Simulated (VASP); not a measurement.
# MgO (Periclase) (Fm-3m) in VASP: notebook, part 2 of 2

VASP 6.6.1. The steps go on from the part before.

### 4 Relaxation of cell and atoms, LDA

Contents of INCAR:

```
PREC = Accurate ; ENCUT = 600
EDIFF = 1E-6 ; ISMEAR = 0
SIGMA = 0.03 ; LREAL = F
LASPH = T ; NELM = 80
ALGO = Normal ; ISIF = 3
LWAVE = F ; LCHARG = F
IBRION = 2 ; NSW = 90
EDIFFG = -0.01
```

Contents of KPOINTS:

```
regular mesh
0
Gamma
  12 12 12
```

Contents of POSCAR:

```
MgO
1.0
    0.0000000000      2.1085000000      2.1085000000
    2.1085000000      0.0000000000      2.1085000000
    2.1085000000      2.1085000000      0.0000000000
Mg O
1 1
Direct
    0.0000000000      0.0000000000      0.0000000000
    0.5000000000      0.5000000000      0.5000000000
```

Potentials or basis: VASP PAW LDA potentials, release 64 (Mg, O).

Started as:

```sh
$ cat potpaw_LDA.64/Mg/POTCAR potpaw_LDA.64/O/POTCAR > POTCAR
$ mpirun -np 1 vasp_std > vasp.out
```

Run time: 7.9 s. Hardware: 1 thread of Intel Xeon 6975P-C (Granite Rapids), shared host; peak memory 0.14 GiB.

Results (log left out):

| Item | Value |
| --- | --- |
| Free energy | -13.4515 eV |
| Relaxed volume | 8.89 Å³/atom |
| Relaxed cell | a = 2.930 Å, b = 2.930 Å, c = 2.930 Å, α = 60.00°, β = 60.00°, γ = 60.00° |
| Space group after relaxing (to 0.05 Å) | Fm-3m (No. 225) |
| Energy gained by relaxing | 13.4 meV/atom |
| Ionic steps | 3 |
| Pressure after relaxing | 0.0 GPa |
| Band gap on the k mesh | 5.16 eV, direct |

The path:
| step | energy change (eV) | largest force (eV/Å) | pressure (GPa) | volume (Å³) |
| --- | --- | --- | --- | --- |
| 1 | 0.0000 | 0.0000 | -8.46 | 18.75 |
| 2 | -0.0228 | 0.0000 | 3.67 | 17.44 |
| 3 | -0.0267 | 0.0000 | 0.02 | 17.78 |

Final structure:
```
CELL_PARAMETERS angstrom
0.00000 2.07164 2.07164
2.07164 0.00000 2.07164
2.07164 2.07164 0.00000
ATOMIC_POSITIONS crystal
Mg 0.00000 0.00000 0.00000
O 0.50000 0.50000 0.50000
```

Levels at points of the mesh, in eV from the valence-band top:
```tsv
k point	band 2	band 3	band 4	band 5	band 6	band 7
(0.00, 0.00, 0.00)	0.00	0.00	0.00	5.16	15.80	15.80
(0.50, 0.00, 0.00)	-4.92	-0.72	-0.72	8.05	12.96	16.51
(0.50, 0.50, 0.00)	-4.36	-1.44	-1.44	8.94	10.25	13.42
```

A k mesh can miss the band edges. LDA gaps usually lie below the measured ones, often by a third to a half.

### 5 Relaxation of cell and atoms, LDA

This run uses another cell than the first one, of 8.89 Å³/atom, 0.948 times its volume.

Contents of INCAR:

```
PREC = Accurate ; ENCUT = 600
EDIFF = 1E-7 ; ISMEAR = 0
SIGMA = 0.03 ; LREAL = F
LASPH = T ; NELM = 80
ALGO = Normal ; ISIF = 3
LWAVE = F ; LCHARG = F
IBRION = 2 ; NSW = 90
EDIFFG = -0.005
```

KPOINTS is that of step 4.

Contents of POSCAR:

```
MgO                                     
1.0
    0.0000000000      2.0716355029      2.0716355029
    2.0716355029     -0.0000000000      2.0716355029
    2.0716355029      2.0716355029     -0.0000000000
  Mg              O             
     1     1
Direct
     0.0000000000000000    0.0000000000000000    0.0000000000000000
     0.5000000000000000    0.5000000000000000    0.5000000000000000
```

Potentials or basis: VASP PAW LDA potentials, release 64 (Mg, O).

Started as:

```sh
$ cat potpaw_LDA.64/Mg/POTCAR potpaw_LDA.64/O/POTCAR > POTCAR
$ mpirun -np 1 vasp_std > vasp.out
```

OUTCAR:

```text
PREC = Accurate
   ENCUT = 600
   EDIFF = 1E-7
   ISMEAR = 0
   LREAL = F
   LASPH = T
   NELM = 80
   ISIF = 3
   IBRION = 2
   NSW = 90
   EDIFFG = -0.005

 ion  position               nearest neighbor table
   1  0.000  0.000  0.000-   2 2.07   2 2.07   2 2.07   2 2.07   2 2.07   2 2.07
   2  0.500  0.500  0.500-   1 2.07   1 2.07   1 2.07   1 2.07   1 2.07   1 2.07

  LATTYP: Found a face centered cubic cell.
 ALAT       =     4.1432710058

  Lattice vectors:

 A1 = (   0.0000000000,   2.0716355029,   2.0716355029)
 A2 = (   2.0716355029,   0.0000000000,   2.0716355029)
 A3 = (   2.0716355029,   2.0716355029,   0.0000000000)

Analysis of symmetry for initial positions (statically):
=====================================================================
 Subroutine PRICEL returns:
 Original cell was already a primitive cell.

 Routine SETGRP: Setting up the symmetry group for a
 face centered cubic supercell.

 Subroutine GETGRP returns: Found 48 space group operations
 (whereof 48 operations were pure point group operations)
 out of a pool of 48 trial point group operations.

The static configuration has the point symmetry O_h .

Analysis of symmetry for dynamics (positions and initial velocities):
=====================================================================
 Subroutine PRICEL returns:
 Original cell was already a primitive cell.

 Routine SETGRP: Setting up the symmetry group for a
 face centered cubic supercell.

 Subroutine GETGRP returns: Found 48 space group operations
 (whereof 48 operations were pure point group operations)
 out of a pool of 48 trial point group operations.

The dynamic configuration has the point symmetry O_h .

 Subroutine INISYM returns: Found 48 space group operations
 (whereof 48 operations are pure point group operations),
 and found     1 'primitive' translations

----------------------------------------------------------------------------------------

                                     Primitive cell

  volume of cell :      17.7816

  direct lattice vectors                    reciprocal lattice vectors
     0.000000000  2.071635503  2.071635503    -0.241355199  0.241355199  0.241355199
     2.071635503  0.000000000  2.071635503     0.241355199 -0.241355199  0.241355199
     2.071635503  2.071635503  0.000000000     0.241355199  0.241355199 -0.241355199

  length of vectors
     2.929735024  2.929735024  2.929735024     0.418039468  0.418039468  0.418039468

  position of ions in fractional coordinates (direct lattice)
     0.000000000  0.000000000  0.000000000
     0.500000000  0.500000000  0.500000000

  ion indices of the primitive-cell ions
   primitive index   ion index
                 1           1
                 2           2

----------------------------------------------------------------------------------------

 KPOINTS: regular mesh

Automatic generation of k-mesh.
 Grid dimensions read from file:
 generate k-points for:   12   12   12

 Generating k-lattice:

  Cartesian coordinates                     Fractional coordinates (reciprocal lattice)
    -0.020112933  0.020112933  0.020112933     0.083333333  0.000000000  0.000000000
     0.020112933 -0.020112933  0.020112933     0.000000000  0.083333333  0.000000000
     0.020112933  0.020112933 -0.020112933     0.000000000  0.000000000  0.083333333

  Length of vectors
     0.034836622  0.034836622  0.034836622

  Shift w.r.t. Gamma in fractional coordinates (k-lattice)
     0.000000000  0.000000000  0.000000000

 Subroutine IBZKPT returns following result:
 ===========================================

 Found     72 irreducible k-points:

 Following reciprocal coordinates:
            Coordinates               Weight
  0.000000  0.000000  0.000000      1.000000
  0.083333  0.000000  0.000000      8.000000
  0.166667  0.000000  0.000000      8.000000
  0.250000  0.000000  0.000000      8.000000
  0.333333  0.000000  0.000000      8.000000
  0.416667  0.000000  0.000000      8.000000
[... 16 lines left out ...]
  0.500000  0.166667  0.000000     24.000000
 -0.416667  0.166667  0.000000     24.000000
 [... further k-points ...]
   k-points           NKPTS =     72   k-points in BZ     NKDIM =     72   number of bands    NBANDS=      8
   number of dos      NEDOS =    301   number of ions     NIONS =      2
   total plane-waves  NPLWV =  13824
   dimension x,y,z NGX =    24 NGY =   24 NGZ =   24
   dimension x,y,z NGXF=    48 NGYF=   48 NGZF=   48
   ions per type =               1   1
   NGX,Y,Z   is equivalent  to a cutoff of  13.62, 13.62, 13.62 a.u.
   NGXF,Y,Z  is equivalent  to a cutoff of  27.24, 27.24, 27.24 a.u.
 SYSTEM =  unknown system
   PREC   = accura    normal or accurate (medium, high low for compatibility)
   ISTART =      0    job   : 0-new  1-cont  2-samecut
   ICHARG =      2    charge: 1-file 2-atom 10-const
   ISPIN  =      1    spin polarized calculation?
   LNONCOLLINEAR =      F non collinear calculations
   LSORBIT =      F    spin-orbit coupling
   LASPH  =      T    aspherical Exc in radial PAW
   ENCUT  =  600.0 eV  44.10 Ry    6.64 a.u.   5.85  5.85  5.85*2*pi/ulx,y,z
   NELM   =     80;   NELMIN=  2; NELMDL= -5     # of ELM steps
   EDIFF  = 0.1E-06   stopping-criterion for ELM
   LREAL  =      F    real-space projection
   EDIFFG = -.5E-02   stopping-criterion for IOM
   NSW    =     90    number of steps for IOM
   IBRION =      2    ionic relax: 0-MD 1-quasi-New 2-CG
   NFREE  =      1    steps in history (QN), initial steepest desc. (CG)
   ISIF   =      3    stress and relaxation
   ISYM   =      2    0-nonsym 1-usesym 2-fastsym
   POTIM  = 0.5000    time-step for ionic-motion
   TEBEG  =    0.0;   TEEND  =   0.0 temperature during run
   PSTRESS=    0.0 pullay stress
   NELECT =       8.0000    total number of electrons
   NUPDOWN=      -1.0000    fix difference up-down
   EMIN   =  10.00;   EMAX   =-10.00  energy-range for DOS
   EFERMI =   0.00;   METHOD = LEGACY
   ISMEAR =     0;   SIGMA  =   0.03  broadening in eV -4-tet -1-fermi 0-gaus
   EFERMI_NEDOS =   21; number of points for ismear=-14 and -15
   IALGO  =     38    algorithm
   IMIX   =      4    mixing-type and parameters
     AMIX     =   0.40;   BMIX     =  1.00
     AMIX_MAG =   1.60;   BMIX_MAG =  1.00
  volume/ion in A,a.u.               =       8.89        60.00
  Fermi-wavevector in a.u.,A,eV,Ry     =   1.254435  2.370538 21.410224  1.573607
  Thomas-Fermi vector in A             =   2.388240
   LORBIT       =      0    0 simple, 1 ext, 2 COOP (PROOUT), +10 PAW based schemes
   GGA     = CA    functional components
   LHFCALC =     F    Hartree Fock is set to
   AEXX    =    0.0000 exact exchange contribution
   IVDW    =     0    specifies the selected vdW correction
   LEPSILON=     F    determine dielectric tensor
   LRPA    =     F    only Hartree local field effects (RPA)
 conjugate gradient relaxation of ions
 non-spin polarized calculation
 Gauss-broadening in eV      SIGMA  =   0.03
  energy-cutoff  :      600.00
  volume of cell :       17.78
 maximum number of plane-waves:       609
   NGX = 11   NGY = 11   NGZ = 11

 number of electron       7.9999999 magnetization

 Free energy of the ion-electron system (eV)
  ---------------------------------------------------
  ext. energy  EPLUGINS =         0.00000000
  ---------------------------------------------------
  free energy    TOTEN  =       -13.44886913 eV

  energy without entropy =      -13.44886913  energy(sigma->0) =      -13.44886913

 E-fermi :   3.4000     XC(G=0): -11.8322

 val. band max:        3.2632377135   @ k =   0.0000   0.0000   0.0000
 cond. band min:       8.4183394360   @ k =   0.0000   0.0000   0.0000
 fundamental gap:      5.1551017225
 Fermi energy:         3.4000270624

 k-point     1 :       0.0000    0.0000    0.0000
  band No.  band energies     occupation
      1     -14.0045      2.00000
      2       3.2632      2.00000
      3       3.2632      2.00000
      4       3.2632      2.00000
      5       8.4183      0.00000
      6      19.0590      0.00000
      7      19.0590      0.00000
      8      19.0590      0.00000
[... 243 lines left out ...]
 k-point    24 :      -0.4167    0.1667    0.0000
  band No.  band energies     occupation
      1     -12.4227      2.00000
      2      -1.2331      2.00000
      3       1.5563      2.00000
      4       2.4043      2.00000
      5      12.4920      0.00000
      6      15.9171      0.00000
      7      17.6897      0.00000
      8      20.4535      0.00000

 [... further k-points ...]

------------------------ aborting loop because EDIFF is reached ----------------------------------------

  FORCE on cell =-STRESS in cart. coord.  units (eV):
  Direction    XX          YY          ZZ          XY          YZ          ZX
  --------------------------------------------------------------------------------------
  -------------------------------------------------------------------------------------
  Total        0.0079174      0.0079174      0.0079174     -0.0000000      0.0000000      0.0000000
  in kB        0.7133823      0.7133823      0.7133823     -0.0000000      0.0000000      0.0000000
  external PRESSURE =       0.7133823 kB  Pullay stress =       0.0000000 kB

 VOLUME and BASIS-vectors are now :
 -----------------------------------------------------------------------------
  energy-cutoff  :      600.00
  volume of cell :       17.78
      direct lattice vectors                 reciprocal lattice vectors
     0.000000000  2.071635503  2.071635503    -0.241355199  0.241355199  0.241355199
     2.071635503  0.000000000  2.071635503     0.241355199 -0.241355199  0.241355199
     2.071635503  2.071635503  0.000000000     0.241355199  0.241355199 -0.241355199

 POSITION                                       TOTAL-FORCE (eV/Angst)
 -----------------------------------------------------------------------------------
      0.00000      0.00000      0.00000        -0.000000     -0.000000     -0.000000
      2.07164      2.07164      2.07164         0.000000      0.000000      0.000000
 -----------------------------------------------------------------------------------
    total drift:                               -0.000000     -0.000000      0.000000

  FREE ENERGIE OF THE ION-ELECTRON SYSTEM (eV)
  ---------------------------------------------------
  free  energy   TOTEN  =       -13.4488691272 eV

  energy  without entropy=      -13.4488691272  energy(sigma->0) =      -13.44886913

 reached required accuracy - stopping structural energy minimisation
```

CONTCAR:

```text
MgO
   1.00000000000000
     0.0000000000000000    2.0716355029000000    2.0716355029000000
     2.0716355029000000    0.0000000000000000    2.0716355029000000
     2.0716355029000000    2.0716355029000000    0.0000000000000000
  Mg              O
     1     1
Direct
     0.0000000000000000    0.0000000000000000    0.0000000000000000
     0.5000000000000000    0.5000000000000000    0.5000000000000000

  0.00000000E+00  0.00000000E+00  0.00000000E+00
  0.00000000E+00  0.00000000E+00  0.00000000E+00
```

It took 4.7 s on 1 thread of Intel Xeon 6975P-C (Granite Rapids), shared host; peak memory 0.13 GiB.

What came out:

```
Free energy             : -13.4489 eV
Pressure after relaxing : 0.1 GPa
Band gap on the k mesh  : 5.16 eV, direct
```

Final structure:
```yaml
crystal:
  lattice:
    - [0.00000, 2.07164, 2.07164]
    - [2.07164, 0.00000, 2.07164]
    - [2.07164, 2.07164, 0.00000]
  atoms:
    - { symbol: Mg, position: [0.00000, 0.00000, 0.00000] }
    - { symbol: O, position: [0.50000, 0.50000, 0.50000] }
```

Levels at points of the mesh, in eV from the valence-band top:
```
           k point  band 1  band 2  band 3  band 4  band 5  band 6  band 7  band 8
(0.00, 0.00, 0.00)  -17.27    0.00    0.00    0.00    5.16   15.80   15.80   15.80
(0.50, 0.00, 0.00)  -15.78   -4.92   -0.72   -0.72    8.05   12.96   16.51   16.51
(0.50, 0.50, 0.00)  -15.49   -4.36   -1.44   -1.44    8.94   10.25   13.42   19.39
```

Caveat: the relaxation stopped at its first step, so nothing moved. A k mesh can miss the band edges.

### 6 Relaxation of cell and atoms, PBEsol, target pressure 4.3 GPa, at which the enthalpy is minimised

Contents of INCAR:

```
SYSTEM = MgO
PREC = Accurate ; ENCUT = 600
EDIFF = 1E-6 ; ISMEAR = 0
SIGMA = 0.03 ; LREAL = .False.
LASPH = .True. ; NELM = 80
ALGO = Normal ; ISIF = 3
LWAVE = .False. ; LCHARG = .False.
GGA = PS ; IBRION = 2
NSW = 90 ; EDIFFG = -0.01
PSTRESS = 43.0
```

Contents of KPOINTS:

```
regular mesh
0
Gamma
  12 12 12
  0 0 0
```

Contents of POSCAR:

```
MgO
1.0
    0.0000000000      2.1085000000      2.1085000000
    2.1085000000      0.0000000000      2.1085000000
    2.1085000000      2.1085000000      0.0000000000
Mg O
1 1
Direct
    0.0000000000      0.0000000000      0.0000000000
    0.5000000000      0.5000000000      0.5000000000
```

Potentials or basis: VASP PAW PBE potentials, release 64 (Mg, O).

Started as:

```sh
$ cat potpaw_PBE.64/Mg/POTCAR potpaw_PBE.64/O/POTCAR > POTCAR
$ mpirun -np 1 vasp_std > vasp.out
```

Wall time 21 s (1 thread of AMD EPYC 7R13 (Zen 3), shared host); peak memory 0.12 GiB.

It converged, with:

| Property | Result |
| --- | --- |
| Free energy | -12.5096 eV |
| Relaxed volume | 9.08 Å³/atom |
| Relaxed cell | a = 2.950 Å, b = 2.950 Å, c = 2.950 Å, α = 60.00°, β = 60.00°, γ = 60.00° |
| Space group after relaxing (to 0.05 Å) | Fm-3m (No. 225) |
| Energy change on relaxing (the enthalpy is what falls) | +2.9 meV/atom |
| Ionic steps | 3 |
| Pressure after relaxing | 4.3 GPa |
| Band gap on the k mesh | 4.92 eV, direct |

The path:
```tsv
step	energy change (eV)	largest force (eV/Å)	pressure (GPa)	volume (Å³)
1	0.0000	0.0000	-1.04	18.75
2	0.0142	0.0000	6.80	17.91
3	0.0057	0.0000	4.30	18.16
```

Final structure:
```cif
data_structure
_symmetry_space_group_name_H-M 'P 1'
_symmetry_Int_Tables_number 1
_cell_length_a 2.9503
_cell_length_b 2.9503
_cell_length_c 2.9503
_cell_angle_alpha 60.000
_cell_angle_beta 60.000
_cell_angle_gamma 60.000
_cell_volume 18.16
loop_
_atom_site_label
_atom_site_type_symbol
_atom_site_fract_x
_atom_site_fract_y
_atom_site_fract_z
_atom_site_occupancy
Mg1 Mg 0.00000 0.00000 0.00000 1
O1 O 0.50000 0.50000 0.50000 1
```

Levels at points of the mesh, in eV from the valence-band top:
```tsv
k point	band 2	band 3	band 4	band 5	band 6	band 7
(0.00, 0.00, 0.00)	0.00	0.00	0.00	4.92	15.79	15.79
(0.50, 0.00, 0.00)	-4.81	-0.70	-0.70	7.93	12.82	16.47
(0.50, 0.50, 0.00)	-4.26	-1.41	-1.41	8.95	10.19	13.28
```

Caveat: the cell is relaxed towards a set pressure, so the enthalpy falls and the energy may rise; the PAW data sets were made with another functional, which shifts forces and pressure a little. PBEsol gaps usually lie below the measured ones, often by a third to a half.

### 7 The runs side by side

| level | potentials or basis | cell | target pressure | gap on the mesh (eV) | pressure (GPa) |
| --- | --- | --- | --- | --- | --- |
| r2SCAN | VASP PAW PBE potentials, release 64 (Mg, O) | relaxed to 23.2 GPa | 23.2 GPa | 6.94 | 23.2 |
| LDA | VASP PAW LDA potentials, release 64 (Mg, O) | relaxed | - | 5.16 | 0.1 |
| PBEsol | VASP PAW PBE potentials, release 64 (Mg, O) | relaxed to 4.3 GPa | 4.3 GPa | 4.92 | 4.3 |

Alike in all rows: task relaxation of cell and atoms; no spin polarisation; k mesh 12 × 12 × 12; cutoff (eV) 600; smearing gaussian 0.03 eV.

Caveats: the cell is relaxed towards a set pressure, so the enthalpy falls and the energy may rise (some runs); the PAW data sets were made with another functional, which shifts forces and pressure a little (some runs); the relaxation stopped at its first step, so nothing moved (some runs).

Absolute energies hang on the potentials; compare differences alone.
